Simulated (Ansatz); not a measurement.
Crystal: Ni, simple cubic type, 1 atom in the cell.

Method: PBE, plane waves, PAW datasets (generated soft set 1) in Ansatz 0.2.0 development build.

Cutoff 420 eV; k-mesh 46×46×46 Γ-centred; Fermi–Dirac smearing of 0.0612 eV; no spin polarisation.

| V (Å³/atom) | a (Å) | E − E(min) (meV/atom) | P (GPa) |
| --- | --- | --- | --- |
| 11.811 | 2.2774 | 23.00 | 10.46 |
| 12.063 | 2.2934 | 9.73 | 6.54 |
| 12.314 | 2.3092 | 2.28 | 3.04 |
| 12.565 | 2.3248 | 0.00 | -0.07 |
| 12.817 | 2.3402 | 2.32 | -2.84 |
| 13.068 | 2.3554 | 8.74 | -5.30 |
| 13.319 | 2.3704 | 18.80 | -7.48 |

Problem. Fit a third-order Birch–Murnaghan equation of state to the energies.

Solution. V₀ = 12.559 Å³/atom (a₀ = 2.324 Å), B₀ = 147 GPa, B₀′ = 4.84.

The published all-electron PBE values for this crystal (mean of FLEUR and WIEN2k, k-spacing 0.06 Å⁻¹; Bosoni et al., Nat. Rev. Phys. 6, 45 (2024)) are V₀ = 12.559 Å³/atom, B₀ = 147.1 GPa, B₀′ = 4.83.

The stress includes the program's correction for the finite plane-wave basis.

This cubic structure is a model: it isn't the usual form of the substance at ambient conditions, and such phases are metastable or hypothetical. Spin polarisation is left out, and a magnetic state may lie lower.
